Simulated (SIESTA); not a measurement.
Runs of SIESTA 5.4.2 on BN. It takes space group F-43m (No. 216, cubic). The conventional cell has a = 3.626 Å, b = 3.626 Å, c = 3.626 Å, α = 90.00°, β = 90.00°, γ = 90.00°. N (site symmetry -43m) has 4 B at 1.57 Å as nearest neighbours. B (site symmetry -43m) has 4 N at 1.57 Å as nearest neighbours. The cell is a database's computed one.

```tsv
task	level	potentials or basis	cell	k mesh	broadening (eV)	window to (eV)	polarisation	direction	optical mesh offset	grid cutoff	energy shift	gap on the mesh (eV)	pressure (GPa)	V0 of scaled cells (Å³/atom)	relaxed volume (Å³/atom)	B0 (GPa)
optical spectrum	PBE	PseudoDojo 0.4 standard (PBE files), DZP (energy shift 0.003 Ry)	as given	13 × 13 × 13	0.3 eV	30 eV	polarized	1.0 0.0 0.0	true	800 Ry	0.003 Ry	(d)	2.6	-	-	-
band structure	LDA	PseudoDojo 0.4 standard (LDA files), DZP (energy shift 0.003 Ry)	as given	13 × 13 × 13	-	-	-	-	-	800 Ry	0.003 Ry	4.51	-10.9	-	-	-
single point	PBE	PseudoDojo 0.4 standard (PBE files), DZP (energy shift 0.002 Ry)	as given	13 × 13 × 13	-	-	-	-	-	800 Ry	0.002 Ry	4.65	3.4	-	-	-
relaxation of cell and atoms	PBE	PseudoDojo 0.4 standard (PBE files), DZP (energy shift 0.002 Ry)	relaxed	10 × 10 × 10	-	-	-	-	-	1200 Ry	0.002 Ry	4.56	0.0	-	6.01	-
equation of state	LDA	PseudoDojo 0.4 standard (LDA files), DZP (energy shift 0.003 Ry)	as given	13 × 13 × 13	-	-	-	-	-	800 Ry	0.003 Ry	-	-	(c)	-	406
Berry-phase polarisation	vdW-DF	PseudoDojo 0.4 standard (PBE files), TZ (energy shift 0.01 Ry)	as given	13 × 13 × 13	-	-	-	-	-	800 Ry	0.01 Ry	5.19	(a)	-	-	-
relaxation of the atoms	LDA-PZ	PseudoDojo 0.5 standard (PBE files), SZ (energy shift 0.002 Ry)	atoms relaxed	13 × 13 × 13	-	-	-	-	-	800 Ry	0.002 Ry	6.78	13.2	-	-	-
relaxation of cell and atoms	PW91	SG15 1.2 (PBE files) or PseudoDojo by element, DZP (energy shift 0.01 Ry)	relaxed	10 × 10 × 10	-	-	-	-	-	1200 Ry	0.01 Ry	4.58	0.0	-	5.95	-
relaxation of cell and atoms	PBE	PseudoDojo 0.4 standard (PBE files), SZ (energy shift 0.01 Ry)	relaxed	13 × 13 × 13	-	-	-	-	-	800 Ry	0.01 Ry	6.34	0.0	-	6.32	-
equation of state	BLYP	PseudoDojo 0.4 standard (PBE files), DZP (energy shift 0.002 Ry)	as given	13 × 13 × 13	-	-	-	-	-	800 Ry	0.002 Ry	-	-	6.19	-	360
equation of state	PBE	PseudoDojo 0.4 standard (PBE files), DZP (energy shift 0.002 Ry)	as given	13 × 13 × 13	-	-	-	-	-	800 Ry	0.002 Ry	-	-	6.01	-	(b)
```

Alike in all rows: no spin polarisation; smearing fermi-dirac 0.05 eV.

Q: Fill in the values left out.

A: (a) 10.5; (b) 375; (c) 5.79; (d) 4.64.

Caveats: the basis of atomic orbitals isn't converged, which shifts pressures, moduli and gaps; an odd mesh through Γ misses points on the zone boundary, where band edges often lie (some runs); the potentials were made for another functional, which shifts forces and pressure (some runs); the basis has no polarisation orbitals (some runs); the basis holds too few empty states to meet the f-sum rule, so the spectrum is short of weight at high energy (some runs).

Not every run made on this cell is shown here.
